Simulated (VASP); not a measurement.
# GaN (F-43m) in VASP: further runs

Aim: see how the results for GaN move with the level of theory and the settings. Levels: PBE, PBEsol. Tasks: band structure.

Everything below comes from runs of VASP 6.6.1. Logs are shortened: lines on timing, memory, paths and dates and some standing lists are left out, and cuts for length are marked.

**Measured values to compare with.**

From a printed reference work, textbook, for a bulk crystal of GaN at 0 K: band gap 3.299 eV (direct).

The runs below are set against these values where they give the same quantity.

**1. Starting point**

It takes space group F-43m (No. 216, cubic). The conventional cell has a = 4.548 Å, b = 4.548 Å, c = 4.548 Å, α = 90.00°, β = 90.00°, γ = 90.00°. Ga (site symmetry -43m) is surrounded by 4 N at 1.97 Å. N (site symmetry -43m) is surrounded by 4 Ga at 1.97 Å.

The cell is a database's computed one.

**2. Band structure, PBE**

INCAR reads:

```
SYSTEM = GaN
PREC = Accurate
ENCUT = 520
EDIFF = 1E-6
ISMEAR = 0
SIGMA = 0.03
LREAL = .FALSE.
LASPH = .TRUE.
NELM = 80
ALGO = Normal
ISIF = 2
LWAVE = .FALSE.
LCHARG = .FALSE.
GGA = PE
NBANDS = 16
ICORELEVEL = 1
```

KPOINTS reads:

```
regular mesh
0
G
  10 10 10
  0 0 0
```

POSCAR reads:

```
GaN                                     
1.0
    0.0000000000      2.2741012840      2.2741012840
    2.2741012840      0.0000000000      2.2741012840
    2.2741012840      2.2741012840      0.0000000000
  Ga              N             
     1     1
Direct
     0.0000000000000000    0.0000000000000000    0.0000000000000000
     0.7500000000000000    0.7500000000000000    0.7500000000000000
```

KPOINTS_OPT reads:

```
explicit points
209
Reciprocal
 0.0000000000  0.0000000000  0.0000000000 1
 0.0263157895  0.0000000000  0.0263157895 1
 0.0526315789  0.0000000000  0.0526315789 1
 0.0789473684  0.0000000000  0.0789473684 1
 0.1052631579  0.0000000000  0.1052631579 1
 0.1315789474  0.0000000000  0.1315789474 1
[... 201 lines left out ...]
 0.4250000000  0.0000000000  0.4250000000 1
 0.4500000000  0.0000000000  0.4500000000 1
```

Potentials or basis: VASP PAW PBE potentials, release 64 (Ga_d, N).

Command:

```bash
$ cat potpaw_PBE.64/Ga_d/POTCAR potpaw_PBE.64/N/POTCAR > POTCAR
$ mpirun -np 1 vasp_std > vasp.out
```

OUTCAR:

```text
SYSTEM = GaN
   PREC = Accurate
   ENCUT = 520
   EDIFF = 1E-6
   ISMEAR = 0
   LREAL = .FALSE.
   LASPH = .TRUE.
   NELM = 80
   ISIF = 2
   GGA = PE

 ion  position               nearest neighbor table
   1  0.000  0.000  0.000-   2 1.97   2 1.97   2 1.97   2 1.97
   2  0.750  0.750  0.750-   1 1.97   1 1.97   1 1.97   1 1.97

  LATTYP: Found a face centered cubic cell.
 ALAT       =     4.5482025680

  Lattice vectors:

 A1 = (   0.0000000000,   2.2741012840,   2.2741012840)
 A2 = (   2.2741012840,   0.0000000000,   2.2741012840)
 A3 = (   2.2741012840,   2.2741012840,   0.0000000000)

Analysis of symmetry for initial positions (statically):
=====================================================================
 Subroutine PRICEL returns:
 Original cell was already a primitive cell.

 Routine SETGRP: Setting up the symmetry group for a
 face centered cubic supercell.

 Subroutine GETGRP returns: Found 24 space group operations
 (whereof 24 operations were pure point group operations)
 out of a pool of 48 trial point group operations.

The static configuration has the point symmetry T_d .

Analysis of symmetry for dynamics (positions and initial velocities):
=====================================================================
 Subroutine PRICEL returns:
 Original cell was already a primitive cell.

 Routine SETGRP: Setting up the symmetry group for a
 face centered cubic supercell.

 Subroutine GETGRP returns: Found 24 space group operations
 (whereof 24 operations were pure point group operations)
 out of a pool of 48 trial point group operations.

The dynamic configuration has the point symmetry T_d .

 Subroutine INISYM returns: Found 24 space group operations
 (whereof 24 operations are pure point group operations),
 and found     1 'primitive' translations

----------------------------------------------------------------------------------------

                                     Primitive cell

  volume of cell :      23.5212

  direct lattice vectors                    reciprocal lattice vectors
     0.000000000  2.274101284  2.274101284    -0.219867076  0.219867076  0.219867076
     2.274101284  0.000000000  2.274101284     0.219867076 -0.219867076  0.219867076
     2.274101284  2.274101284  0.000000000     0.219867076  0.219867076 -0.219867076

  length of vectors
     3.216064878  3.216064878  3.216064878     0.380820947  0.380820947  0.380820947

  position of ions in fractional coordinates (direct lattice)
     0.000000000  0.000000000  0.000000000
     0.750000000  0.750000000  0.750000000

  ion indices of the primitive-cell ions
   primitive index   ion index
                 1           1
                 2           2

----------------------------------------------------------------------------------------

 KPOINTS: regular mesh

Automatic generation of k-mesh.
 Grid dimensions read from file:
 generate k-points for:   10   10   10

 Generating k-lattice:

  Cartesian coordinates                     Fractional coordinates (reciprocal lattice)
    -0.021986708  0.021986708  0.021986708     0.100000000  0.000000000  0.000000000
     0.021986708 -0.021986708  0.021986708     0.000000000  0.100000000  0.000000000
     0.021986708  0.021986708 -0.021986708     0.000000000  0.000000000  0.100000000

  Length of vectors
     0.038082095  0.038082095  0.038082095

  Shift w.r.t. Gamma in fractional coordinates (k-lattice)
     0.000000000  0.000000000  0.000000000

 Subroutine IBZKPT returns following result:
 ===========================================

 Found     47 irreducible k-points:

 Following reciprocal coordinates:
            Coordinates               Weight
  0.000000  0.000000  0.000000      1.000000
  0.100000  0.000000  0.000000      8.000000
  0.200000  0.000000  0.000000      8.000000
  0.300000  0.000000  0.000000      8.000000
  0.400000  0.000000  0.000000      8.000000
  0.500000  0.000000  0.000000      4.000000
[... 16 lines left out ...]
  0.300000  0.300000  0.000000      6.000000
  0.400000  0.300000  0.000000     24.000000
 [... further k-points ...]
   k-points           NKPTS =     47   k-points in BZ     NKDIM =     47   number of bands    NBANDS=     16
   number of dos      NEDOS =    301   number of ions     NIONS =      2
   total plane-waves  NPLWV =  13824
   dimension x,y,z NGX =    24 NGY =   24 NGZ =   24
   dimension x,y,z NGXF=    48 NGYF=   48 NGZF=   48
   ions per type =               1   1
   NGX,Y,Z   is equivalent  to a cutoff of  12.41, 12.41, 12.41 a.u.
   NGXF,Y,Z  is equivalent  to a cutoff of  24.81, 24.81, 24.81 a.u.
 SYSTEM =  GaN
   PREC   = accura    normal or accurate (medium, high low for compatibility)
   ISTART =      0    job   : 0-new  1-cont  2-samecut
   ICHARG =      2    charge: 1-file 2-atom 10-const
   ISPIN  =      1    spin polarized calculation?
   LNONCOLLINEAR =      F non collinear calculations
   LSORBIT =      F    spin-orbit coupling
   LASPH  =      T    aspherical Exc in radial PAW
   ENCUT  =  520.0 eV  38.22 Ry    6.18 a.u.   5.98  5.98  5.98*2*pi/ulx,y,z
   NELM   =     80;   NELMIN=  2; NELMDL= -5     # of ELM steps
   EDIFF  = 0.1E-05   stopping-criterion for ELM
   LREAL  =      F    real-space projection
   EDIFFG = 0.1E-04   stopping-criterion for IOM
   NSW    =      0    number of steps for IOM
   IBRION =     -1    ionic relax: 0-MD 1-quasi-New 2-CG
   NFREE  =      0    steps in history (QN), initial steepest desc. (CG)
   ISIF   =      2    stress and relaxation
   ISYM   =      2    0-nonsym 1-usesym 2-fastsym
   POTIM  = 0.5000    time-step for ionic-motion
   TEBEG  =    0.0;   TEEND  =   0.0 temperature during run
   PSTRESS=    0.0 pullay stress
   NELECT =      18.0000    total number of electrons
   NUPDOWN=      -1.0000    fix difference up-down
   EMIN   =  10.00;   EMAX   =-10.00  energy-range for DOS
   EFERMI =   0.00;   METHOD = LEGACY
   ISMEAR =     0;   SIGMA  =   0.03  broadening in eV -4-tet -1-fermi 0-gaus
   EFERMI_NEDOS =   21; number of points for ismear=-14 and -15
   IALGO  =     38    algorithm
   IMIX   =      4    mixing-type and parameters
     AMIX     =   0.40;   BMIX     =  1.00
     AMIX_MAG =   1.60;   BMIX_MAG =  1.00
  volume/ion in A,a.u.               =      11.76        79.36
  Fermi-wavevector in a.u.,A,eV,Ry     =   1.497428  2.829728 30.508204  2.242290
  Thomas-Fermi vector in A             =   2.609317
   LORBIT       =      0    0 simple, 1 ext, 2 COOP (PROOUT), +10 PAW based schemes
   GGA     = PE    functional components
   LHFCALC =     F    Hartree Fock is set to
   AEXX    =    0.0000 exact exchange contribution
   IVDW    =     0    specifies the selected vdW correction
   LEPSILON=     F    determine dielectric tensor
   LRPA    =     F    only Hartree local field effects (RPA)
 non-spin polarized calculation
 Gauss-broadening in eV      SIGMA  =   0.03
  energy-cutoff  :      520.00
  volume of cell :       23.52
 maximum number of plane-waves:       644
   NGX = 11   NGY = 11   NGZ = 11

 number of electron      17.9999986 magnetization

 Free energy of the ion-electron system (eV)
  ---------------------------------------------------
  ext. energy  EPLUGINS =         0.00000000
  ---------------------------------------------------
  free energy    TOTEN  =       -12.15355241 eV

  energy without entropy =      -12.15355241  energy(sigma->0) =      -12.15355241

 the core state eigenenergies are
   1-  1s -10217.3323  2s  -1250.7311  2p  -1087.1883  3s   -137.0277  3p    -87.7730

   2-  1s   -370.3439

 E-fermi :   5.2166     XC(G=0): -11.5217

 val. band max:        4.9887897344   @ k =   0.0000   0.0000   0.0000
 cond. band min:       6.5370240829   @ k =   0.0000   0.0000   0.0000
 fundamental gap:      1.5482343485
 Fermi energy:         5.2165945654

 k-point     1 :       0.0000    0.0000    0.0000
  band No.  band energies     occupation
      1     -10.7154      2.00000
      2      -8.4338      2.00000
      3      -8.4338      2.00000
      4      -8.4338      2.00000
      5      -8.1409      2.00000
      6      -8.1409      2.00000
[... 8 lines left out ...]
     15      23.6375      0.00000
     16      23.6375      0.00000

 k-point     2 :       0.1000    0.0000    0.0000
  band No.  band energies     occupation
      1     -10.6119      2.00000
      2      -8.4213      2.00000
      3      -8.4213      2.00000
      4      -8.3928      2.00000
      5      -8.1420      2.00000
      6      -8.1420      2.00000
[... 8 lines left out ...]
     15      22.3564      0.00000
     16      22.3564      0.00000

 k-point     3 :       0.2000    0.0000    0.0000
  band No.  band energies     occupation
      1     -10.3550      2.00000
      2      -8.3922      2.00000
      3      -8.3922      2.00000
      4      -8.2237      2.00000
      5      -8.1407      2.00000
      6      -8.1407      2.00000
[... 8 lines left out ...]
     15      21.5978      0.00000
     16      21.5978      0.00000

 k-point     4 :       0.3000    0.0000    0.0000
  band No.  band energies     occupation
      1     -10.0915      2.00000
      2      -8.3664      2.00000
      3      -8.3664      2.00000
      4      -8.1281      2.00000
      5      -8.1281      2.00000
      6      -7.8235      2.00000
[... 8 lines left out ...]
     15      22.0455      0.00000
     16      22.0455      0.00000
[... 156 lines left out ...]
      2      -8.3537      2.00000
      3      -8.3486      2.00000
      4      -8.1403      2.00000
      5      -8.1246      2.00000
      6      -7.5469      2.00000
[... 8 lines left out ...]
     15      21.3042      0.00000
     16      23.7960      0.00000

 k-point    14 :      -0.2000    0.1000    0.0000
  band No.  band energies     occupation
      1     -10.2021      2.00000
      2      -8.3751      2.00000
      3      -8.3691      2.00000
      4      -8.1590      2.00000
      5      -8.1548      2.00000
      6      -8.0237      2.00000
[... 8 lines left out ...]
     15      21.2388      0.00000
     16      23.6292      0.00000

 k-point    15 :      -0.1000    0.1000    0.0000
  band No.  band energies     occupation
      1     -10.4575      2.00000
      2      -8.4064      2.00000
      3      -8.3962      2.00000
      4      -8.3151      2.00000
      5      -8.1516      2.00000
      6      -8.1307      2.00000
[... 8 lines left out ...]
     15      21.3522      0.00000
     16      23.6585      0.00000

 k-point    16 :       0.2000    0.2000    0.0000
  band No.  band energies     occupation
      1     -10.2455      2.00000

------------------------ aborting loop because EDIFF is reached ----------------------------------------

  FORCE on cell =-STRESS in cart. coord.  units (eV):
  Direction    XX          YY          ZZ          XY          YZ          ZX
  --------------------------------------------------------------------------------------
  -------------------------------------------------------------------------------------
  Total        0.0203653      0.0203653      0.0203653     -0.0000000      0.0000000      0.0000000
  in kB        1.3872127      1.3872127      1.3872127     -0.0000000      0.0000000      0.0000000
  external PRESSURE =       1.3872127 kB  Pullay stress =       0.0000000 kB

 VOLUME and BASIS-vectors are now :
 -----------------------------------------------------------------------------
  energy-cutoff  :      520.00
  volume of cell :       23.52
      direct lattice vectors                 reciprocal lattice vectors
     0.000000000  2.274101284  2.274101284    -0.219867076  0.219867076  0.219867076
     2.274101284  0.000000000  2.274101284     0.219867076 -0.219867076  0.219867076
     2.274101284  2.274101284  0.000000000     0.219867076  0.219867076 -0.219867076

 POSITION                                       TOTAL-FORCE (eV/Angst)
 -----------------------------------------------------------------------------------
      0.00000      0.00000      0.00000        -0.000000      0.000000      0.000000
      3.41115      3.41115      3.41115         0.000000     -0.000000     -0.000000
 -----------------------------------------------------------------------------------
    total drift:                               -0.000002     -0.000002     -0.000001

  FREE ENERGIE OF THE ION-ELECTRON SYSTEM (eV)
  ---------------------------------------------------
  free  energy   TOTEN  =       -12.1535524137 eV

  energy  without entropy=      -12.1535524137  energy(sigma->0) =      -12.15355241
```

Wall time 16 s (1 thread of Intel Xeon 6975P-C (Granite Rapids), shared host); peak memory 0.16 GiB.

What came out:

```
Free energy             : -12.1536 eV
Pressure                : 0.1 GPa
Band gap on the k mesh  : 1.55 eV, direct
Band gap along the path : 1.55 eV, direct
```

Levels at the corners of the path, in eV from the valence-band top:
| point | band 7 | band 8 | band 9 | band 10 | band 11 | band 12 |
| --- | --- | --- | --- | --- | --- | --- |
| Γ | 0.00 | 0.00 | 0.00 | 1.55 | 10.13 | 10.13 |
| X | -6.01 | -2.61 | -2.61 | 3.34 | 6.50 | 11.52 |
| X | -6.01 | -2.61 | -2.61 | 3.34 | 6.50 | 11.52 |
| W | -5.59 | -3.57 | -3.51 | 6.17 | 8.10 | 10.06 |
| W | -5.59 | -3.57 | -3.51 | 6.17 | 8.10 | 10.06 |
| K | -5.76 | -4.11 | -2.10 | 4.95 | 7.64 | 10.89 |
| K | -5.76 | -4.11 | -2.10 | 4.95 | 7.64 | 10.89 |
| Γ | 0.00 | 0.00 | 0.00 | 1.55 | 10.13 | 10.13 |
| Γ | 0.00 | 0.00 | 0.00 | 1.55 | 10.13 | 10.13 |
| L | -6.86 | -0.93 | -0.93 | 4.45 | 8.59 | 10.22 |
| L | -6.86 | -0.93 | -0.93 | 4.45 | 8.59 | 10.22 |
| U | -5.76 | -4.11 | -2.10 | 4.95 | 7.64 | 10.89 |
| U | -5.76 | -4.11 | -2.10 | 4.95 | 7.64 | 10.89 |
| W | -5.59 | -3.57 | -3.51 | 6.17 | 8.10 | 10.06 |
| W | -5.59 | -3.57 | -3.51 | 6.17 | 8.10 | 10.06 |
| L | -6.86 | -0.93 | -0.93 | 4.45 | 8.59 | 10.22 |
| L | -6.86 | -0.93 | -0.93 | 4.45 | 8.59 | 10.22 |
| K | -5.76 | -4.11 | -2.10 | 4.95 | 7.64 | 10.89 |
| U | -5.76 | -4.11 | -2.10 | 4.95 | 7.64 | 10.89 |
| X | -6.01 | -2.61 | -2.61 | 3.34 | 6.50 | 11.52 |

Core levels (eV, on the scale of the bands):
```
atom                                                    levels
1 Ga  1s -10217.3, 2s -1250.7, 2p -1087.2, 3s -137.0, 3p -87.8
 2 N                                                 1s -370.3
```

**3. Band structure, PBEsol**

This run uses another cell than the first one, of 11.35 Å³/atom, 0.965 times its volume.

INCAR reads:

```
PREC = Accurate
ENCUT = 520
EDIFF = 1E-6
ISMEAR = 0
SIGMA = 0.03
LREAL = F
LASPH = T
NELM = 80
ALGO = Normal
ISIF = 2
LWAVE = F
LCHARG = F
GGA = PS
NBANDS = 16
ICORELEVEL = 1
```

KPOINTS reads:

```
Automatic mesh
0
Gamma
  10 10 10
```

POSCAR reads:

```
GaN                                     
1.0
    0.0000000000      2.2475536595      2.2475536595
    2.2475536595      0.0000000000      2.2475536595
    2.2475536595      2.2475536595      0.0000000000
  Ga              N             
     1     1
Direct
     0.0000000000000000    0.0000000000000000    0.0000000000000000
     0.7500000000000000    0.7500000000000000    0.7500000000000000
```

KPOINTS_OPT reads:

```
explicit points
159
Reciprocal
 0.0000000000  0.0000000000  0.0000000000 1
 0.0357142857  0.0000000000  0.0357142857 1
 0.0714285714  0.0000000000  0.0714285714 1
 0.1071428571  0.0000000000  0.1071428571 1
 0.1428571429  0.0000000000  0.1428571429 1
 0.1785714286  0.0000000000  0.1785714286 1
[... 151 lines left out ...]
 0.4250000000  0.0000000000  0.4250000000 1
 0.4500000000  0.0000000000  0.4500000000 1
```

Potentials or basis: VASP PAW PBE potentials, release 64 (Ga_d, N).

Command:

```bash
$ cat potpaw_PBE.64/Ga_d/POTCAR potpaw_PBE.64/N/POTCAR > POTCAR
$ mpirun -np 1 vasp_std > vasp.out
```

Wall time 24 s (1 thread of Intel Xeon Platinum 8259CL at 2.50GHz (Skylake/Cascade Lake), shared host); peak memory 0.16 GiB.

Results (log left out):

```
Free energy             : -13.1225 eV
Pressure                : 0.2 GPa
Band gap on the k mesh  : 1.73 eV, direct
Band gap along the path : 1.73 eV, direct
```

Levels at the corners of the path, in eV from the valence-band top:
| point | band 6 | band 7 | band 8 | band 9 | band 10 | band 11 | band 12 | band 13 |
| --- | --- | --- | --- | --- | --- | --- | --- | --- |
| Γ | -13.08 | 0.00 | 0.00 | 0.00 | 1.73 | 10.25 | 10.25 | 10.25 |
| X | -11.40 | -6.21 | -2.76 | -2.76 | 3.23 | 6.61 | 11.63 | 13.96 |
| X | -11.40 | -6.21 | -2.76 | -2.76 | 3.23 | 6.61 | 11.63 | 13.96 |
| W | -11.10 | -5.78 | -3.78 | -3.74 | 6.13 | 8.44 | 10.24 | 10.98 |
| W | -11.10 | -5.78 | -3.78 | -3.74 | 6.13 | 8.44 | 10.24 | 10.98 |
| K | -11.22 | -5.95 | -4.36 | -2.22 | 4.89 | 7.87 | 11.00 | 12.82 |
| K | -11.22 | -5.95 | -4.36 | -2.22 | 4.89 | 7.87 | 11.00 | 12.82 |
| Γ | -13.08 | 0.00 | 0.00 | 0.00 | 1.73 | 10.25 | 10.25 | 10.25 |
| Γ | -13.08 | 0.00 | 0.00 | 0.00 | 1.73 | 10.25 | 10.25 | 10.25 |
| L | -11.83 | -7.17 | -0.99 | -0.99 | 4.62 | 8.67 | 10.31 | 10.31 |
| L | -11.83 | -7.17 | -0.99 | -0.99 | 4.62 | 8.67 | 10.31 | 10.31 |
| U | -11.22 | -5.95 | -4.36 | -2.22 | 4.89 | 7.87 | 11.00 | 12.82 |
| U | -11.22 | -5.95 | -4.36 | -2.22 | 4.89 | 7.87 | 11.00 | 12.82 |
| W | -11.10 | -5.78 | -3.78 | -3.74 | 6.13 | 8.44 | 10.24 | 10.98 |
| W | -11.10 | -5.78 | -3.78 | -3.74 | 6.13 | 8.44 | 10.24 | 10.98 |
| L | -11.83 | -7.17 | -0.99 | -0.99 | 4.62 | 8.67 | 10.31 | 10.31 |
| L | -11.83 | -7.17 | -0.99 | -0.99 | 4.62 | 8.67 | 10.31 | 10.31 |
| K | -11.22 | -5.95 | -4.36 | -2.22 | 4.89 | 7.87 | 11.00 | 12.82 |
| U | -11.22 | -5.95 | -4.36 | -2.22 | 4.89 | 7.87 | 11.00 | 12.82 |
| X | -11.40 | -6.21 | -2.76 | -2.76 | 3.23 | 6.61 | 11.63 | 13.96 |

Core levels (eV, on the scale of the bands):
```csv
atom,levels
1 Ga,"1s -10217.1, 2s -1250.5, 2p -1087.0, 3s -136.8, 3p -87.5"
2 N,1s -370.4
```

Caveat: the PAW data sets were made with another functional, which shifts forces and pressure a little.

**4. Against experiment**

Step 2. A measured gap of GaN is 3.299 eV (direct; 0 K; a printed reference work, textbook); the calculated 1.55 eV misses it by -1.75 eV. So large a miss can be the level of theory's own, or it may mean another phase, state or a wrong row. Spin-orbit coupling on Ga is left out. The value is that of PBE, without temperature or zero-point motion. Semilocal functionals fall short of measured gaps as a rule. The cell is a database's relaxed one, not the measured one, which moves gaps too.

Step 3. Measured gap of GaN: 3.299 eV (direct; 0 K; a printed reference work, textbook). This calculation gives 1.73 eV (-1.57 eV). Spin-orbit coupling on Ga is left out. The value is that of PBEsol, without temperature or zero-point motion. Semilocal functionals fall short of measured gaps as a rule. The cell is a database's relaxed one, not the measured one, which moves gaps too.
